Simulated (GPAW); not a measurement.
WC (Qusongite):

```xyz
2
Lattice="2.9065 0.0000 0.0000 -1.4532 2.5171 0.0000 0.0000 0.0000 2.8366" Properties=species:S:1:pos:R:3 pbc="T T T"
W     0.0000    0.0000    0.0000
C     1.4533    0.8390    1.4183
```

```yaml
Program: GPAW 26.7.0
Task: relaxation of cell and atoms
Functional: RPBE
Potentials_or_basis: the program's PAW data sets (release 1.2.1) made for this functional
Cutoff: 800 eV
Basis: pw
k_mesh: 10 × 10 × 9
Occupations: fermi-dirac, width 0.05 eV
Spin: no spin polarisation
```

At the start: pressure 10.5 GPa; volume 10.38 Å³/atom.

Q: How do energy, volume and symmetry change on relaxing?

A: Over 5 steps the energy falls by 9.4 meV/atom and the volume is 10.66 Å³/atom (+2.7 %); space group P-6m2 (No. 187, to 0.05 Å).

Step by step:
```
step  energy change (eV)  largest force (eV/Å)  pressure (GPa)  volume (Å³)
   1              0.0000                0.0000           10.55        20.75
   2             -0.0148                0.0000            4.56        21.06
   3             -0.0187                0.0000            0.14        21.30
   4             -0.0187                0.0000           -0.03        21.31
   5             -0.0188                0.0000           -0.06        21.32
```

Final structure:
```xyz
2
Lattice="2.9346 0.0000 0.0000 -1.4673 2.5414 0.0000 0.0000 0.0000 2.8582" Properties=species:S:1:pos:R:3 pbc="T T T"
W     0.0000    0.0000    0.0000
C     1.4673    0.8471    1.4291
```

Caveat: later steps reuse the first step's grids.
